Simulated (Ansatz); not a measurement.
**Fe (fcc): a workflow**

**The experiment.** The Crystallography Open Database holds a cell as deposited of cubic Fe (space group Fm-3m), temperature not stated (2004, doi:10.1039/b315257j): a = 3.623 Å, 11.89 Å³/atom.

Level of theory: DFT, HSE06, scalar-relativistic, collinear spin; plane waves to 420 eV with PAW datasets (Ansatz 0.2.0), Γ-centred 10×10×10 mesh, 0.05 eV Gaussian smearing; PAW files: Ansatz's generated set soft_2.

At room temperature and ambient pressure Fe is bcc.

Starting cell, 1 % under the database's volume:

```yaml
crystal:
  lattice:
    - [0.00000, 1.80799, 1.80799]
    - [1.80799, 0.00000, 1.80799]
    - [1.80799, 1.80799, 0.00000]
  atoms:
    - { symbol: Fe, position: [0.00000, 0.00000, 0.00000] }
```

Starting moments (μB, in the order of the atoms): 2.5.

The runs in order:

| run | level | k-mesh | kind | V (Å³/atom) | P (GPa) | E − E(final) (meV/atom) | gap on the mesh (eV) | largest moment (μB) |
| --- | --- | --- | --- | --- | --- | --- | --- | --- |
| 1 | PBE | 10×10×10 | fixed cell | 11.82 | 4.6 | – | metal | 2.65 |
| 2 | PBE | 10×10×10 | fixed cell | 12.18 | -0.9 | – | metal | 2.69 |
| 3 | PBE | 10×10×10 | fixed cell | 12.12 | 0.1 | – | metal | 2.68 |
| 4 | HSE06 | 10×10×10 | fixed cell | 12.12 | 8.9 | 23.6 | metal | 3.18 |
| 5 | HSE06 | 10×10×10 | fixed cell | 12.84 | 0.9 | 0.2 | metal | 3.28 |
| 6 | HSE06 | 10×10×10 | fixed cell | 12.94 | -0.4 | 0.0 | metal | 3.28 |
| 7 | HSE06 | 10×10×10 | fixed cell | 12.91 | 0.0 | 0.0 | metal | 3.28 |

The volume is at zero pressure for this level.

The final structure (symmetry read at 0.01 Å). Symmetry: Fm-3m, No. 225, cubic system. Conventional cell: a = 3.724 Å, b = 3.724 Å, c = 3.724 Å, α = 90.00°, β = 90.00°, γ = 90.00°. Around Fe (site symmetry m-3m) lie 12 Fe at 2.63 Å. (Shells end 15 % past the nearest neighbour.)

```tsv
atom	site	symmetry	x	y	z
Fe	4a	m-3m	0.0000	0.0000	0.0000
```

- At the final geometry the gap, band path included, is zero (metallic) and the site spin moments are Fe 3.28 μB.
- The runs in the table took roughly 9 core-minutes.

**Comparison.** The computed cell (3.724 Å, 12.91 Å³/atom) differs from the database's by +8.6 % in volume, about +2.8 % in length. The static lattice lacks zero-point motion and thermal expansion, so this level's own overestimate is larger than the figure. The database's entry may also be off.

With a Hubbard U or exact exchange the result depends on the state in which the open shell ends, and a lower one can't be excluded. Pressures of hybrids are less tightly converged. For a metal under a hybrid functional this mesh is coarse. Site moments are of spin, integrated over atomic spheres. No antiparallel order was tried.
